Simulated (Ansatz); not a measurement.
# Stationary points along a deformation path in HfC

Computed with DFT PBE, scalar-relativistic, plane waves, PAW in Ansatz 0.2.0. Cutoff 420 eV, Γ-centred 20×20×20 k-points, Gaussian smearing of 0.15 eV. Spin–orbit coupling is left out, which can shift energies with elements as heavy as these. No spin polarisation. Energies are free energies at this smearing, counted from the undisturbed cell; pressure is positive in compression.

The starting cell (as given, not relaxed at this level; it stands at 0.2 GPa):

```xyz
2
Lattice="0.0000 2.3250 2.3250 2.3250 0.0000 2.3250 2.3250 2.3250 0.0000" Properties=species:S:1:pos:R:3 pbc="T T T"
Hf    2.3250    2.3250    2.3250
C     0.0000    0.0000    0.0000
```

At fixed volume and fractional coordinates, lengths along (0.577, 0.577, 0.577) are scaled against those across it; ρ is that ratio over its starting value. V = 12.568 Å³/atom. Δσ is the stress along the axis less the mean stress across it (compression positive).

| ρ | ΔE (meV/atom) | Δσ (GPa) | space group |
| --- | --- | --- | --- |
| 0.500 | 1360.9 | 0.00 | Pm-3m |
| 0.600 | 1076.8 | 42.62 | R-3m |
| 0.710 | 668.2 | 50.58 | R-3m |
| 0.850 | 201.2 | 42.36 | R-3m |
| 0.930 | 44.4 | 22.50 | R-3m |
| 1.000 | 0.0 | 0.00 | Fm-3m |
| 1.080 | 56.1 | -28.41 | R-3m |
| 1.200 | 324.4 | -68.23 | R-3m |
| 1.410 | 1103.1 | -111.07 | R-3m |
| 1.700 | 2080.0 | -81.69 | R-3m |
| 2.000 | 2836.7 | -108.29 | R-3m |

How does the stress give the slope of the energy, and where is the energy stationary?

Along the path d ln(length) is 2/3 d ln ρ on the axis and −1/3 d ln ρ across it, so dE/d ln ρ = −(2/3) V Δσ: the energy falls with ρ where Δσ is positive. Δσ vanishes or changes sign at ρ = 0.500 (Pm-3m, an end of the scan), at 1360.9 meV/atom; at ρ = 1.000 (Fm-3m), a minimum at 0.0 meV/atom. Pairs of stationary points between two samples would go unseen, and could change a minimum read from distant neighbours into a maximum. At ρ = 0.500, 1.000 the cell is cubic, where symmetry alone makes the stress isotropic and the slope zero.

Which shear constant sets the curvature at ρ = 1?

For a cubic crystal E/V = (2/3) C (ln ρ)² with C = C44, so Δσ = −2C ln ρ. The parabola of Δσ against ln ρ through ρ = 0.930, 1 and 1.080 gives C ≈ 169 GPa with the ions clamped, rough because the steps are large.

In a metal these slopes depend on the k mesh and the smearing.